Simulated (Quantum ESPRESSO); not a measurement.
The system is GaAs.

```
As Ga
1.0
     0.00000    2.82685    2.82685
     2.82685    0.00000    2.82685
     2.82685    2.82685    0.00000
As Ga
1 1
Direct
  0.75000 0.75000 0.75000
  0.00000 0.00000 0.00000
```

- Program: Quantum ESPRESSO 7.5
- Task: phonons
- Functional: PBE
- Dispersion: D3(BJ)
- Potentials or basis: PseudoDojo 0.4.1 SR PBE standard
- Cutoff: 1143 eV
- Density cutoff: 4572 eV
- k mesh: 6 × 6 × 6, shifted
- Occupations: fermi-dirac, width 0.05 eV
- Spin: no spin polarisation
- Mixing beta: 0.5
- Most SCF iterations: 120
- SCF threshold: 4e-10 Ry

The cell and the atoms were relaxed first, to 22.89 Å³/atom (a = 4.015 Å, b = 4.015 Å, c = 4.015 Å, α = 60.00°, β = 60.00°, γ = 60.00°), and the response was taken there.

The first run showed a gap, so the response started from a second, tighter run with fixed occupations.

Q: Where do the zone-centre optical modes lie?

A: T2 at 264 cm⁻¹ (IR and Raman). Polar modes are given without the macroscopic field (transverse values).

Optical modes at Γ, degenerate ones joined, polar ones without the macroscopic field:
| cm⁻¹ | components | symmetry | active in | IR intensity, summed ((D/Å)²/amu) |
| --- | --- | --- | --- | --- |
| 264 | 3 | T2 | IR and Raman | 8.88 |

Caveat: the shifted mesh misses Γ, where the gap is smaller or closed, so treating the crystal as an insulator may be wrong and the dielectric response too small.
